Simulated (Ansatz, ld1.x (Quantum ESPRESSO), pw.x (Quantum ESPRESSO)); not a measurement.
**Sc (Z = 21): one change to the ultrasoft potential, in the atom and in the fcc crystal**

```json
{"Element": "Sc", "Generator": "ld1.x (Quantum ESPRESSO) 7.5", "Type": "ultrasoft", "Functional": "PBE", "Relativity": "scalar-relativistic", "Frozen core": "[Ne]", "Valence charge": "11", "Reference configuration": "3s2 3p6 3d1 4s1 4p1", "Partial waves": "3s (bound): rcut 1.75, rcutus 1.85 bohr; 4s (bound): rcut 1.75, rcutus 1.85 bohr; 3p (bound): rcut 1.60, rcutus 1.95 bohr; 4p (bound): rcut 1.60, rcutus 1.95 bohr; 3d (bound): rcut 2.20, rcutus 2.85 bohr; 3d channel at 3.05 Ry: rcut 2.20, rcutus 2.85 bohr", "Local potential": "all-electron potential smoothed inside 2.45 bohr (lloc = -1)", "Core correction": "a·sin(br)/r model core inside 1.10 bohr", "Augmentation charge": "PSQ, inside the norm-conserving radii"}
```

Change: all radii but the core radius scaled by about 1.32 (s 2.44, p 2.58, d 3.76 bohr, rcut 2.32/2.12/2.90); local potential all-electron potential smoothed inside 3.24 bohr (lloc = -1).

Cutoffs, loose and tight: the cutoffs (Ry, on a coarse ladder) from which the occupation-weighted sum of valence levels, in a spherical-Bessel basis at the reference potential, stays within 10 and 1 mRy of its value at 400 Ry. They do not see the model core or the augmentation charge, which bear on the density cutoff. Test errors are all-electron minus pseudo excitation energies from the reference, over the configurations 3s2 3p6 3d1 4s2 4p0; 3s2 3p6 3d1 4s1 4p0; 3s2 3p6 3d1 4s0 4p0; 3s2 3p5 3d1 4s2 4p0; 3s2 3p6 3d1 4s0 4p2; 3s2 3p6 3d2 4s1 4p0; 3s1 3p6 3d1 4s2 4p0; variants that change the core or the reference have their own tests.

Crystal test: fcc Sc in pw.x 7.5, no spin, 12³ k-points, Fermi–Dirac smearing 0.01 Ry, cutoffs set for each file from its atomic test. The reference is all-electron LAPW (Ansatz 0.2.0) with the same functional, mesh and smearing; V0 and B0 come from Birch–Murnaghan fits to the pressures at five volumes. Errors are pseudo minus all-electron; Δ is the rms difference of the E(V) curves that follow from these fits, minima aligned, over ±6 % about the mean V0. Mesh and smearing are coarse, so the numbers serve the comparison and aren't converged zero-temperature values; the lattice is a test structure that the element need not adopt.

All-electron: a0 = 4.633 Å (V0 = 24.86 Å³/atom), B0 = 50.8 GPa.

Problem. Does the change bring the crystal closer to the all-electron result?

Solution. The mean pressure error goes from +2.10 to +44.91 GPa, so the change moves the solid further from the all-electron pressures.

| quantity | base | changed |
| --- | --- | --- |
| outcome (atom) | generated | generated |
| cutoff, loose (atom) | 30 Ry | 15 Ry |
| cutoff, tight (atom) | 40 Ry | 21 Ry |
| bound ghosts (atom) | none | none |
| largest test error (meV) (atom) | +117 | test run stopped at test 1 of 7 (negative rho) |
| cutoffs in pw.x (Ry) | 50/400 | 40/320 |
| a0 (Å) | 4.693 | – |
| a0 error (%) | +1.29 | – |
| B0 error (%) | +0.5 | – |
| Δ (meV/atom) | 10.8 | – |
| mean pressure error (GPa) | +2.10 | +44.91 |

A dash: not determined, or the minimum lies outside the volumes sampled.

Base: This is a poor potential for the solid. Changed file: The largest radius (3.76 bohr) exceeds half the bond length (3.10 bohr), so the spheres overlap, which is one possible source of error among others. This is a poor potential for the solid. Atomic configuration tests: test run stopped at test 1 of 7 (negative rho).
